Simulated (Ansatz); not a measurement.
# Zn3N2: the cost of one run

Program: Ansatz 0.2.0. Level of theory: DFT PBE, scalar-relativistic, plane waves, PAW. These are calculated values, not measurements.

## Step 1: The structure to begin with

Symmetry: Ia-3, No. 206, cubic system. The conventional cell has a = 9.731 Å, b = 9.731 Å, c = 9.731 Å, α = 90.00°, β = 90.00°, γ = 90.00°. Zn (site symmetry 1) is surrounded by 4 N at 1.99 to 2.27 Å. Around N (site symmetry 2) lie 6 Zn at 1.99 to 2.27 Å. N (site symmetry -3) has 6 Zn at 2.11 Å as nearest neighbours.

Structure file:

```cif
data_structure
_symmetry_space_group_name_H-M 'P 1'
_symmetry_Int_Tables_number 1
_cell_length_a 8.4276
_cell_length_b 8.4276
_cell_length_c 8.4276
_cell_angle_alpha 109.471
_cell_angle_beta 109.471
_cell_angle_gamma 109.471
_cell_volume 460.78
loop_
_atom_site_label
_atom_site_type_symbol
_atom_site_fract_x
_atom_site_fract_y
_atom_site_fract_z
_atom_site_occupancy
Zn1 Zn 0.27639 0.02409 0.04819 1
Zn2 Zn 0.74770 0.22361 0.27180 1
Zn3 Zn 0.02410 0.47591 0.75230 1
Zn4 Zn 0.47590 0.22820 0.45181 1
Zn5 Zn 0.45181 0.47590 0.22820 1
Zn6 Zn 0.02409 0.04819 0.27639 1
Zn7 Zn 0.27180 0.74770 0.22361 1
Zn8 Zn 0.47591 0.75230 0.02410 1
Zn9 Zn 0.75230 0.02410 0.47591 1
Zn10 Zn 0.22361 0.27180 0.74770 1
Zn11 Zn 0.04819 0.27639 0.02409 1
Zn12 Zn 0.22820 0.45181 0.47590 1
Zn13 Zn 0.52409 0.24770 0.97590 1
Zn14 Zn 0.72820 0.25230 0.77639 1
Zn15 Zn 0.97591 0.95181 0.72361 1
Zn16 Zn 0.54819 0.52410 0.77180 1
Zn17 Zn 0.52410 0.77180 0.54819 1
Zn18 Zn 0.97590 0.52409 0.24770 1
Zn19 Zn 0.25230 0.77639 0.72820 1
Zn20 Zn 0.72361 0.97591 0.95181 1
Zn21 Zn 0.24770 0.97590 0.52409 1
Zn22 Zn 0.77639 0.72820 0.25230 1
Zn23 Zn 0.95181 0.72361 0.97591 1
Zn24 Zn 0.77180 0.54819 0.52410 1
N1 N 0.72912 0.47912 0.25000 1
N2 N 0.75000 0.77088 0.02088 1
N3 N 0.02088 0.75000 0.77088 1
N4 N 0.25000 0.72912 0.47912 1
N5 N 0.47912 0.25000 0.72912 1
N6 N 0.77088 0.02088 0.75000 1
N7 N 0.27088 0.52088 0.75000 1
N8 N 0.25000 0.22912 0.97912 1
N9 N 0.97912 0.25000 0.22912 1
N10 N 0.75000 0.27088 0.52088 1
N11 N 0.52088 0.75000 0.27088 1
N12 N 0.22912 0.97912 0.25000 1
N13 N 0.50000 0.00000 0.00000 1
N14 N 0.00000 0.00000 0.50000 1
N15 N 0.00000 0.50000 0.00000 1
N16 N 0.50000 0.50000 0.50000 1
```

## Step 2: The listed cell

input.yaml reads:

```yaml
crystal:
  lattice:
    - [-4.8657039417, 4.8657039417, 4.8657039417]
    - [4.8657039417, -4.8657039417, 4.8657039417]
    - [4.8657039417, 4.8657039417, -4.8657039417]
  atoms:
    - { symbol: Zn, position: [0.27639289, 0.02409417, 0.04818938] }
    - { symbol: Zn, position: [0.74770128, 0.22360711, 0.27179649] }
    - { symbol: Zn, position: [0.02409521, 0.47590583, 0.75229872] }
    - { symbol: Zn, position: [0.47590479, 0.22820351, 0.45181062] }
    - { symbol: Zn, position: [0.45181062, 0.47590479, 0.22820351] }
    - { symbol: Zn, position: [0.02409417, 0.04818938, 0.27639289] }
    - { symbol: Zn, position: [0.27179649, 0.74770128, 0.22360711] }
    - { symbol: Zn, position: [0.47590583, 0.75229872, 0.02409521] }
    - { symbol: Zn, position: [0.75229872, 0.02409521, 0.47590583] }
    - { symbol: Zn, position: [0.22360711, 0.27179649, 0.74770128] }
    - { symbol: Zn, position: [0.04818938, 0.27639289, 0.02409417] }
    - { symbol: Zn, position: [0.22820351, 0.45181062, 0.47590479] }
    - { symbol: Zn, position: [0.52409417, 0.24770128, 0.97590479] }
    - { symbol: Zn, position: [0.72820351, 0.25229872, 0.77639289] }
    - { symbol: Zn, position: [0.97590583, 0.95181062, 0.72360711] }
    - { symbol: Zn, position: [0.54818938, 0.52409521, 0.77179649] }
    - { symbol: Zn, position: [0.52409521, 0.77179649, 0.54818938] }
    - { symbol: Zn, position: [0.97590479, 0.52409417, 0.24770128] }
    - { symbol: Zn, position: [0.25229872, 0.77639289, 0.72820351] }
    - { symbol: Zn, position: [0.72360711, 0.97590583, 0.95181062] }
    - { symbol: Zn, position: [0.24770128, 0.97590479, 0.52409417] }
    - { symbol: Zn, position: [0.77639289, 0.72820351, 0.25229872] }
    - { symbol: Zn, position: [0.95181062, 0.72360711, 0.97590583] }
    - { symbol: Zn, position: [0.77179649, 0.54818938, 0.52409521] }
    - { symbol: "N", position: [0.72912153, 0.47912153, 0.25] }
    - { symbol: "N", position: [0.75, 0.77087847, 0.02087847] }
    - { symbol: "N", position: [0.02087847, 0.75, 0.77087847] }
    - { symbol: "N", position: [0.25, 0.72912153, 0.47912153] }
    - { symbol: "N", position: [0.47912153, 0.25, 0.72912153] }
    - { symbol: "N", position: [0.77087847, 0.02087847, 0.75] }
    - { symbol: "N", position: [0.27087847, 0.52087847, 0.75] }
    - { symbol: "N", position: [0.25, 0.22912153, 0.97912153] }
    - { symbol: "N", position: [0.97912153, 0.25, 0.22912153] }
    - { symbol: "N", position: [0.75, 0.27087847, 0.52087847] }
    - { symbol: "N", position: [0.52087847, 0.75, 0.27087847] }
    - { symbol: "N", position: [0.22912153, 0.97912153, 0.25] }
    - { symbol: "N", position: [0.5, 0.0, 0.0] }
    - { symbol: "N", position: [0.0, 0.0, 0.5] }
    - { symbol: "N", position: [0.0, 0.5, 0.0] }
    - { symbol: "N", position: [0.5, 0.5, 0.5] }
basis:
  ecutwfc: 420
  ecutrho_ratio: 4
kpoints:
  mp_grid: { grid: [4, 4, 4] }
hamiltonian:
  xc: pbe
scf:
  occupations: { method: gaussian, width: 0.05 }
output:
  forces: true
  stress: true
  eigenvalues: true
relax:
  f_tol: 0.01
  max_steps: 40
```

Run with:

```
ansatz run input.yaml --threads 8 --pin off --max-ram 22528MiB --backend cpu --events-out ev --progress --plain --runs-dir out
```

**Question.** How long does this run take on 8 threads of Intel Xeon Platinum 8375C at 2.90GHz (Ice Lake), shared host, and how much memory does it need?

About 46 s, with a peak of 3.9 GiB.
